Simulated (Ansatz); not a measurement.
ZnS (P6_3mc), ideal shear of a crystal plane

Theory: DFT r2SCAN, scalar-relativistic, plane waves, PAW (Ansatz). Cutoff 500 eV, Γ-centred 7×7×2 k-points, Gaussian smearing of 0.05 eV. No spin polarisation. Energies are free energies at this smearing, counted from the undisturbed cell; pressure is positive in compression.

The starting cell (relaxed at this level):

```
Zn S
1.0
    -3.80672    0.00000    0.00000
    -1.90336   -3.29672    0.00000
     0.00000    0.00000   12.49147
Zn S
4 4
Direct
  0.33333 0.33333 0.90644
  0.33333 0.33333 0.40644
  0.66667 0.66667 0.15644
  0.66667 0.66667 0.65644
  0.33333 0.33333 0.09356
  0.33333 0.33333 0.59356
  0.66667 0.66667 0.34356
  0.66667 0.66667 0.84356
```

The cut lies on the cell's a–b face, a (0 0 1) plane (indices in the standard cell, whose axes needn't be the Cartesian ones shown) of area 12.55 Å², between layers 2.34 Å apart. Vector c is tilted by f times 1·a + 1·b (length 6.593 Å) with the atoms' Cartesian places fixed: one unrelaxed fault a cell. The traction is dγ/du, the slope of γ against the slip u in Å.

| f | γ (mJ/m²) | traction (GPa) |
| --- | --- | --- |
| 0.0000 | 0 | 0.0 |
| 0.0833 | 137 | 5.3 |
| 0.1667 | 581 | 10.4 |
| 0.2500 | 1150 | 8.8 |
| 0.3333 | 1403 | 0.0 |
| 0.4167 | 1232 | -4.9 |
| 0.5000 | 990 | -3.2 |
| 0.5833 | 906 | 0.0 |
| 0.6667 | 932 | 0.0 |
| 0.7500 | 813 | -4.7 |
| 0.8333 | 456 | -7.3 |
| 0.9167 | 120 | -4.3 |

**Question.** Read off the first barrier and the stress needed to climb it, and compare with Frenkel's sinusoid.

**Answer.** The first sampled maximum lies at f = 0.333, a slip of 2.20 Å, with γ ≈ 1403 mJ/m², which stands in for the unstable fault energy γ_us, and the steepest sampled slope before it is 10.4 GPa. A sinusoid γ = γ_us sin²(πu/λ) with its maximum there has λ = 4.40 Å and a largest slope πγ_us/λ = 10.0 GPa (1 mJ/m² per Å = 0.01 GPa). The stand-in is too high: a rotation axis of order three or more passes through this point, so the curvature is the same in every direction of the plane and the point is a peak of the γ-surface, which slip goes round.

**Question.** Is there a metastable fault on this line?

**Answer.** The samples dip to a local minimum of 906 mJ/m² at f = 0.583. It lies off the rotation axes, between two maxima that lie on them, so it is most likely the pass between two peaks of the γ-surface: a saddle for slip across the line, a better estimate of γ_us, and no metastable fault.

The cut is rigid; relaxing the faces lowers these energies and usually the stresses.

Cost: 12 runs of about 9.6 core-minutes in all, on Arm Neoverse V2 (shared hosts).